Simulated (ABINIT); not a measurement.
# ZrSe2: single point with r2SCAN

**What was measured.**

“Stress-Tuned Optical Transitions in Layered 1T-MX2 (M= Hf, Zr, Sn; X= S, Se) Crystals”, 2022, arxiv:2210.12074 quotes, for a bulk crystal of ZrSe2: band gap 1.2 eV (indirect).

Crystal: ZrSe2.

```
Zr Se
1.0
     3.79800    0.00000    0.00000
    -1.89900    3.28916    0.00000
     0.00000    0.00000    6.19200
Zr Se
1 2
Direct
  0.00000 0.00000 0.00000
  0.66667 0.33333 0.75000
  0.33333 0.66667 0.25000
```

```json
{
  "Program": "ABINIT 10.8.3 (patched build)",
  "Task": "single point",
  "Functional": "r2SCAN",
  "Potentials or basis": "JTH PAW PBE v2.0",
  "Cutoff": "544 eV",
  "k mesh": "6 × 6 × 4",
  "Occupations": "fermi-dirac, width 0.05 eV",
  "Spin": "no spin polarisation"
}
```

```json
{
  "Pressure": "1.6 GPa",
  "Largest force": "0.116 eV/Å",
  "Band gap on the k mesh": "0.67 eV, indirect (least direct gap 1.35 eV)",
  "Valence electrons inside the program's atomic spheres": "Zr 8.88; Se 4.02"
}
```

Forces on the atoms (eV/Å):
```
Zr   0.000  0.000  0.000
Se   0.000  0.000 -0.116
Se   0.000  0.000  0.116
```

Stress tensor (GPa, compression positive):
```
1.41 0.00 0.00
0.00 1.41 0.00
0.00 0.00 1.94
```

Levels at points of the mesh, in eV from the valence-band top:
```
           k point  band 9  band 10  band 11  band 12  band 13  band 14  band 15  band 16
(0.00, 0.00, 0.00)   -2.84    -0.07    -0.07     0.00     1.35     1.35     1.94     4.63
(0.50, 0.00, 0.00)   -2.70    -2.60    -2.18    -1.42     0.86     2.87     3.24     5.26
(0.00, 0.00, 0.50)   -2.79    -2.06    -0.24    -0.24     1.32     1.32     2.36     5.02
(0.50, 0.00, 0.50)   -2.78    -2.58    -1.10    -1.01     0.67     2.86     3.23     4.79
```

It took 90 s on 1 thread of Arm Neoverse V1, with other jobs on the host, peak memory 0.19 GiB.

A measured gap of ZrSe2 is 1.2 eV (indirect; quoted in “Stress-Tuned Optical Transitions in Layered 1T-MX2 (M= Hf, Zr, Sn; X= S, Se) Crystals”, 2022, arxiv:2210.12074); the calculated 0.67 eV misses it by -0.53 eV. Spin-orbit coupling on Se, Zr is left out. The value is that of r2SCAN on a finite k mesh, which can miss the band edges, without temperature or zero-point motion.

Caveat: the PAW data sets were made with another functional, which shifts forces and pressure a little.
